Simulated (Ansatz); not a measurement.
# 1T-CrSeTe monolayer in a perpendicular field, part 3 of 4

Wanted: the out-of-plane response of the 1T-CrSeTe monolayer. A positive field points along +c.

Ansatz 0.2.0; plane-wave DFT, PBE-D3(BJ), Ansatz PAW.

So far. Step 6 (Atoms held, field 0.5 V/Å): The dipole is 0.143 e·Å, 0.168 e·Å from its value without field. Step 7 (Single point, field -0.3 V/Å): The dipole is -0.125 e·Å, -0.100 e·Å from its value without field.

**8. Response, atoms held**

This step: plane-wave DFT, PBE-D3(BJ), Ansatz PAW; response to a field along the normal, atoms held (Ansatz 0.2.0).

The dipoles give the slope, and the difference of two potentials shows where the field is screened.

This step gave:

```
equivalent conductor thickness p/(ε₀AE) : 5.700 Å
distance between the outer atoms        : 3.210 Å
```

The dipole of the cell by applied field:

| applied field (V/Å) | dipole of the cell (e·Å) |
| --- | --- |
| -0.300 | -0.125 |
| -0.100 | -0.0583 |
| 0.000 | -0.0249 |
| 0.100 | 0.00848 |
| 0.500 | 0.143 |

Table of total moment by applied field:

| applied field (V/Å) | total moment (μB) |
| --- | --- |
| -0.300 | 2.44 |
| -0.100 | 2.44 |
| 0.000 | 2.44 |
| 0.100 | 2.44 |
| 0.500 | 2.43 |

Local field over the applied field, running mean. From the potentials at -0.1 and 0.1 V/Å; running mean over 2.5 Å. Local field over applied field against z:

z (Å), local field over applied field and a bar:
```
     4.12      0.999 ##############################
     4.42      0.997 ##############################
     4.86      0.993 ##############################
     5.16      0.987 ##############################
     5.60      0.970 #############################
     5.89      0.947 ############################
     6.19      0.911 ###########################
     6.63      0.821 #########################
     6.92      0.736 ######################
     7.22      0.638 ###################
     7.66      0.485 ##############
     7.95      0.382 ###########
     8.40      0.236 #######
     8.69      0.153 ####
     8.98      0.091 ##
     9.43      0.046 #
     9.72      0.035 
    10.02      0.027 
    10.46      0.021 
    10.75      0.023 
    11.19      0.039 #
    11.49      0.054 #
    11.78      0.076 ##
    12.22      0.146 ####
    12.52      0.221 ######
    12.81      0.315 #########
    13.26      0.469 ##############
    13.55      0.574 #################
    13.99      0.726 ######################
    14.29      0.815 ########################
    14.58      0.884 ##########################
    15.02      0.948 ############################
    15.32      0.971 #############################
    15.61      0.984 ##############################
    16.05      0.994 ##############################
    16.35      0.997 ##############################
    16.79      0.999 ##############################
    17.09      0.999 ##############################
```

Electrons, planar mean, per unit field. Induced electron density against z:

z (Å), induced electron density (e/Å³ per V/Å) and a bar from the least value:
```
     4.12    0.00001 ################
     4.42    0.00001 ################
     4.86    0.00003 ################
     5.16    0.00006 ################
     5.60    0.00014 ################
     5.89    0.00026 #################
     6.19    0.00045 #################
     6.63    0.00100 ####################
     6.92    0.00162 ######################
     7.22    0.00244 ##########################
     7.66    0.00346 ##############################
     7.95    0.00317 #############################
     8.40    0.00111 ####################
     8.69    0.00073 ###################
     8.98    0.00068 ##################
     9.43    0.00049 ##################
     9.72    0.00023 ################
    10.02   -0.00065 #############
    10.46   -0.00043 ##############
    10.75    0.00013 ################
    11.19    0.00073 ###################
    11.49   -0.00004 ###############
    11.78   -0.00066 #############
    12.22   -0.00056 #############
    12.52   -0.00100 ###########
    12.81   -0.00232 ######
    13.26   -0.00370 
    13.55   -0.00312 ##
    13.99   -0.00172 ########
    14.29   -0.00103 ###########
    14.58   -0.00059 #############
    15.02   -0.00025 ##############
    15.32   -0.00013 ###############
    15.61   -0.00007 ###############
    16.05   -0.00003 ###############
    16.35   -0.00001 ###############
    16.79    0.00000 ###############
    17.09    0.00000 ###############
```

By hand: between -0.1 and 0.1 V/Å the dipole changes by 0.06680 e·Å, a slope of 0.3340 e·Å²/V. A perfect conductor of thickness t has p = ε₀AEt, so t = 180.95 × 0.3340 / 10.603 = 5.70 Å (e/ε₀ = 180.95 V·Å, A in Å²).

The induced dipole is that of a conductor 5.70 Å thick.

**9. Field on, atoms free, field 0.1 V/Å**

This step: plane-wave DFT, PBE-D3(BJ), Ansatz PAW (Ansatz 0.2.0).

Now the atoms may follow the field. A weak field makes forces of meV/Å to tens of meV/Å, so the force tolerance is set well below the usual one.

The input, input.yaml:

```yaml
crystal:
  lattice:
    - [3.4989729058, 0.0, 0.0]
    - [-1.7494864529, 3.0301994235, 0.0]
    - [0.0, 0.0, 21.2095551643]
  atoms:
    - { symbol: Te, position: [0.6666666667, 0.3333333333, 0.4243370467], spin: -0.13 }
    - { symbol: Cr, position: [0.0, 0.0, 0.5115427448], spin: 2.45 }
    - { symbol: Se, position: [0.3333333333, 0.6666666667, 0.5756629533], spin: -0.11 }
magnetization:
  spin_polarized: true
kpoints:
  mp_grid: { grid: [12, 12, 1] }
hamiltonian:
  xc: pbe
  dispersion: d3bj
scf:
  occupations: { method: fermi_dirac, width: 0.05 }
  convergence: { dr2_threshold: 1.0e-10 }
efield:
  axis: 3
  dipole_correction: true
  ramp_position: 0.97
  ramp_width: 0.06
  amplitude: 0.1
relax:
  f_tol: 0.001
  max_steps: 60
output:
  write_potential: true
  write_density: true
  volumetric_format: npy
```

Started as:

```bash
$ ansatz run input.yaml --threads 4 --pin off --max-ram 6144MiB --backend cpu --events-out ev --progress --plain --runs-dir out
```

Numbers of over 12 decimals in the logs are rounded to 6 here.

What it wrote:

```text
[...]
Crystal: 3 atoms, lattice volume = 224.876 Å³
Basis set: ecut = 420 eV, 4385 PW (Γ), exchange–correlation on 48×48×288 points (8 copies of the dense FFT grid, shifted against one another)
Bands: 30, of which v1, the nominal top of the filled ones, is band 23 counted from 1 (22 counted from 0)
Symmetry: 6 space group operations
k-points: 19 of 144 (time reversal used)
[...]
Starting moments: Σ|m| = 2.69 μB on 3 of 3 sites
[...]
SCF iter   1: F=—  HF=-15828.903507 eV  |F-HF|=—  |Δ(HF+E_count)|=         —  Δρ=2.10e-2 (↑2.10e-2 ↓2.05e-2)  dr2=3.80e0  dr2_m=6.25e-2  M=2.128 μB ∫|m|=2.521 μB  β_m=1.00  ethr=3.10e-3  p=0.034 e·Å  D=2.72e-2 V/Å  ΔV_dip=-0.58 eV  dr2_dipole=9.47e-5  V_vac-E_F(+/−)=5.62/4.27 eV  ⟨swp⟩=10.7  Hψ=6119  notcnv=0
[...]
SCF iter  17: F=-15828.818615 eV  HF=-15828.818615 eV  |F-HF|=2.95e-10  |Δ(HF+E_count)|=  1.20e-10  Δρ=3.34e-8 (↑3.34e-8 ↓2.34e-8)  dr2=1.03e-11  dr2_m=1.54e-13  M=2.401 μB ∫|m|=3.152 μB  ethr=1.00e-12  p=0.009 e·Å  D=7.15e-3 V/Å  ΔV_dip=-0.15 eV  dr2_dipole=4.33e-14  V_vac-E_F(+/−)=5.97/4.20 eV  ⟨swp⟩=5.0  Hψ=4824  notcnv=0
[...]
SCF 1 converged in 17 iterations: F = -15828.818615 eV  dr2 = 1.03e-11
[...]
relax step   1: F+E_penalty+E_count = -15828.81861487 eV  Δ(F+E_penalty+E_count) = +0.000e0 eV  max|allowed force component| = 3.575e-3 eV/Å  Δτ_max = 0.0000 Å  (17 SCF iters, accepted)
[...]
SCF iter   9: F=-15828.818616 eV  HF=-15828.818616 eV  |F-HF|=2.04e-10  |Δ(HF+E_count)|=  3.93e-10  Δρ=8.82e-8 (↑8.82e-8 ↓2.00e-8)  dr2=2.22e-11  dr2_m=4.78e-12  M=2.400 μB ∫|m|=3.151 μB  ethr=1.00e-12  p=0.009 e·Å  D=7.16e-3 V/Å  ΔV_dip=-0.15 eV  dr2_dipole=4.19e-14  V_vac-E_F(+/−)=5.97/4.20 eV  ⟨swp⟩=5.0  Hψ=4622  notcnv=0
[...]
SCF 2 converged in 9 iterations: F = -15828.818616 eV  dr2 = 2.22e-11
relax step   2: F+E_penalty+E_count = -15828.81861567 eV  Δ(F+E_penalty+E_count) = -8.053e-7 eV  max|allowed force component| = 1.119e-3 eV/Å  Δτ_max = 0.0004 Å  (9 SCF iters, accepted)
SCF iter   1: F=—  HF=-15828.818616 eV  |F-HF|=—  |Δ(HF+E_count)|=         —  Δρ=4.56e-6 (↑4.56e-6 ↓3.13e-6)  dr2=1.76e-8  dr2_m=2.49e-8  M=2.400 μB ∫|m|=3.151 μB  β_m=1.00  ethr=5.41e-10  p=0.009 e·Å  D=7.16e-3 V/Å  ΔV_dip=-0.15 eV  dr2_dipole=3.43e-11  V_vac-E_F(+/−)=5.97/4.20 eV  ⟨swp⟩=2.3  Hψ=2275  notcnv=0  defer=68
[...]
SCF iter   7: F=-15828.818616 eV  HF=-15828.818616 eV  |F-HF|=1.56e-10  |Δ(HF+E_count)|=  6.48e-10  Δρ=5.73e-8 (↑5.56e-8 ↓5.73e-8)  dr2=4.84e-11  dr2_m=7.82e-14  M=2.400 μB ∫|m|=3.151 μB  ethr=1.00e-12  p=0.009 e·Å  D=7.16e-3 V/Å  ΔV_dip=-0.15 eV  dr2_dipole=1.03e-13  V_vac-E_F(+/−)=5.97/4.20 eV  ⟨swp⟩=5.0  Hψ=4778  notcnv=0
[...]
SCF 3 converged in 7 iterations: F = -15828.818616 eV  dr2 = 4.84e-11
relax step   3: F+E_penalty+E_count = -15828.81861578 eV  Δ(F+E_penalty+E_count) = -1.044e-7 eV  max|allowed force component| = 3.573e-4 eV/Å  Δτ_max = 0.0001 Å  (7 SCF iters, accepted)
[...]
the band table was solved once a step of the walk had ended and its energy, with any forces and stress, was formed, with the checks that follow a solve (6805 applications of the Hamiltonian). They found nothing against the state; the energy, forces and stress were not computed again (output.eigenvalues in the input reference)
[...]
SCF converged after 7 iterations
Stability not checked: this state was not tested for a lower state beside it, because the mixer in use, unlike msr1, does not test its closes by its own steps (another_mixer; see scf.mixing.algorithm and scf.lower_state_search)
Magnetization: 2.4005 μB (24.2002 up, 21.7998 down)
Absolute magnetization: 3.1456 μB (∫|ρ↑−ρ↓|, with the PAW one-centre terms)
[...]
Per-site moments (μB) at R_I (Å): [(-0.131761, 1.129760), (2.450082, 1.004446), (-0.109259, 1.004446)]
Free energy (F): -15828.818616 eV
[...]
Internal energy: -15828.807810 eV  (E = F + TS)
E sigma→0 (E₀):  -15828.813213 eV
Entropy (-TS):   -0.010806 eV (-3.602 meV/atom)
Fermi energy:    -0.393390 eV
Dipole field:    D = 0.007164 V/Å  (p = 0.008903 e·Å, saw-weighted, corrected)
Work function:   not extracted (applied field tilts the vacuum); planar V_es + V_field profile in the machine report
[...]
--- Forces (eV/Å), atoms counted from 1 ---
  atom   1  Te     0.00000000     0.00000000    -0.00018064
  atom   2  Cr     0.00000000    -0.00000000     0.00035793
  atom   3  Se     0.00000000    -0.00000000    -0.00017535
  max |Σ_I F_I| component: 1.94e-6 eV/Å
--- Band table (eV; the first three rows and the last of 38) ---
  k-point 0 ↑: bands = [... 19 lower, -2.4111, -1.5697, -1.5697, -0.7690, 1.1531, 1.1531, 2.8521, 2.8521, ... 3 higher]
  k-point 1 ↑: bands = [... 19 lower, -2.2440, -1.6375, -1.6202, -0.8168, 0.7615, 1.0808, 2.2557, 2.7157, ... 3 higher]
  k-point 2 ↑: bands = [... 19 lower, -2.2148, -1.9035, -1.7246, -0.9744, 0.1034, 0.8353, 1.3796, 2.4570, ... 3 higher]
  k-point 18 ↓: bands = [... 19 lower, -3.4514, -2.3720, -2.3075, 1.3819, 1.5563, 1.5995, 2.3290, 2.7766, ... 3 higher]
--- Relaxed structure (3 steps of the walk, 3 accepted, 0 SCFs on fresh bases) ---
  F+E_penalty+E_count = -15828.81861578 eV   max|allowed force component| = 3.573e-4 eV/Å
  atoms:
    - { symbol: Te, position: [0.666667, 0.333333, 0.424351] }
    - { symbol: Cr, position: [0, 0, 0.511546] }
    - { symbol: Se, position: [0.333333, 0.666667, 0.575647] }
```

Run time: 20 s. Hardware: 4 threads of Intel Xeon Platinum 8175M at 2.50GHz (Skylake/Cascade Lake), shared host; peak memory 0.75 GiB.

Hardly anything moved in the relaxation; the energy changed by under 0.2 meV an atom.

Numbers from this step:

```yaml
energy_at_zero_smearing: -15828.8132 eV
total_moment: 2.400 μB
site_moments: -0.1318, 2.450, -0.1093 μB
dipole_along_the_normal: 0.008903 e·Å
```

The relaxation took 3 steps and lowered the energy by 9.1e-7 eV; the largest force on the free atoms ends at 3.6e-4 eV/Å.

The dipole is 0.00890 e·Å, 0.0338 e·Å from its value without field.

**10. Field on, atoms free, field -0.1 V/Å**

The opposite sign, again from the field-free geometry; the difference of the two cancels what relaxes without a field.

input.yaml: that of step 9 with these lines changed.

```diff
@@ -24,3 +24,3 @@
   ramp_width: 0.06
-  amplitude: 0.1
+  amplitude: -0.1
 relax:
```

What it wrote:

```text
[...]
Crystal: 3 atoms, lattice volume = 224.876 Å³
Basis set: ecut = 420 eV, 4385 PW (Γ), exchange–correlation on 48×48×288 points (8 copies of the dense FFT grid, shifted against one another)
Bands: 30, of which v1, the nominal top of the filled ones, is band 23 counted from 1 (22 counted from 0)
Symmetry: 6 space group operations
[...]
--- Relaxed structure (3 steps of the walk, 3 accepted, 0 SCFs on fresh bases) ---
  F+E_penalty+E_count = -15828.82352229 eV   max|allowed force component| = 6.012e-4 eV/Å
  atoms:
    - { symbol: Te, position: [0.666667, 0.333333, 0.424316] }
    - { symbol: Cr, position: [0, 0, 0.511536] }
    - { symbol: Se, position: [0.333333, 0.666667, 0.575691] }
[key lines of the parts left out:]
SCF converged after 7 iterations
Magnetization: 2.4031 μB (24.2015 up, 21.7985 down)
Free energy (F): -15828.823522 eV
Fermi energy:    -0.374358 eV
Dipole field:    D = -0.046640 V/Å  (p = -0.057962 e·Å, saw-weighted, corrected)
```

The job ended after 20 s (4 threads; peak memory 0.74 GiB; 75 s of CPU time).

No atom moved by 0.005 Å in the relaxation.

This step gave:

```
energy at zero smearing : -15828.8181 eV
total moment            : 2.403 μB
site moments            : -0.1322, 2.452, -0.1089 μB
dipole along the normal : -0.05796 e·Å
```

The relaxation took 3 steps and lowered the energy by 2.7e-6 eV; the largest force on the free atoms ends at 6.0e-4 eV/Å.

The dipole is -0.0580 e·Å, -0.0330 e·Å from its value without field.

**11. Response, atoms relaxed**

This step: plane-wave DFT, PBE-D3(BJ), Ansatz PAW; response to a field along the normal, atoms relaxed (Ansatz 0.2.0).

The same analysis on the two relaxed runs holds the ionic part too; their mesh is coarser, so small differences from the held value can come from that.

This step gave:

- equivalent conductor thickness p/(ε₀AE): 5.706 Å
- distance between the outer atoms: 3.211 Å

Dipole of the cell against applied field:

| applied field (V/Å) | dipole of the cell (e·Å) |
| --- | --- |
| -0.1000 | -0.0580 |
| 0.1000 | 0.00890 |

The total moment stays at 2.40 μB for applied field from -0.1 to 0.1 V/Å.

Local field over the applied field, running mean. From the potentials at -0.1 and 0.1 V/Å; running mean over 2.5 Å. Local field over applied field against z:

| z (Å) | local field over applied field |
| --- | --- |
| 4.12 | 0.999 |
| 4.42 | 0.997 |
| 4.86 | 0.993 |
| 5.16 | 0.988 |
| 5.60 | 0.970 |
| 5.89 | 0.949 |
| 6.19 | 0.914 |
| 6.63 | 0.834 |
| 6.92 | 0.752 |
| 7.22 | 0.634 |
| 7.66 | 0.477 |
| 7.95 | 0.392 |
| 8.40 | 0.230 |
| 8.69 | 0.135 |
| 8.98 | 0.0801 |
| 9.43 | 0.0273 |
| 9.72 | 0.0302 |
| 10.02 | 0.0177 |
| 10.46 | -0.00766 |
| 10.75 | 0.0107 |
| 11.19 | 0.0533 |
| 11.49 | 0.0658 |
| 11.78 | 0.0957 |
| 12.22 | 0.158 |
| 12.52 | 0.245 |
| 12.81 | 0.338 |
| 13.26 | 0.474 |
| 13.55 | 0.574 |
| 13.99 | 0.714 |
| 14.29 | 0.794 |
| 14.58 | 0.874 |
| 15.02 | 0.946 |
| 15.32 | 0.970 |
| 15.61 | 0.984 |
| 16.05 | 0.994 |
| 16.35 | 0.997 |
| 16.79 | 0.999 |
| 17.09 | 0.999 |

Electrons, planar mean, per unit field. The induced electron density by z:

z (Å), induced electron density (e/Å³ per V/Å) and a bar from the least value:
```
      4.5     0.0000 ################
      5.0     0.0000 ################
      5.5     0.0001 ################
      6.0     0.0003 ################
      6.5     0.0008 #################
      7.0     0.0017 #################
      7.5     0.0028 ##################
      8.0     0.0017 #################
      8.5    -0.0060 ##########
      9.0     0.0005 ################
      9.5     0.0072 ######################
     10.0     0.0003 ################
     10.5    -0.0021 ##############
     11.0     0.0033 ###################
     11.5     0.0042 ####################
     12.0     0.0154 ##############################
     12.5    -0.0174 
     13.0    -0.0056 ###########
     13.5    -0.0040 ############
     14.0    -0.0019 ##############
     14.5    -0.0007 ###############
     15.0    -0.0003 ################
     15.5    -0.0001 ################
     16.0     0.0000 ################
     16.5     0.0000 ################
     17.0     0.0000 ################
```

The induced dipole is that of a conductor 5.71 Å thick.

(Part 3 of 4 ends here.)

[Logs are printed without paths, hosts, clocks, repeated set-up lines and the standing remarks that a program may print on its own settings, such as how far it seeks lower states.]

[Hosts, paths, dates, database ids (printed as entryN), source tags and the programs' standing remarks are cut or masked in the printed files.]

[Maps of the electrostatic potential energy from Ansatz leave out the sawtooth potential of an applied field or a dipole correction, so their vacuum need not be flat; planar profiles and work functions include it.]
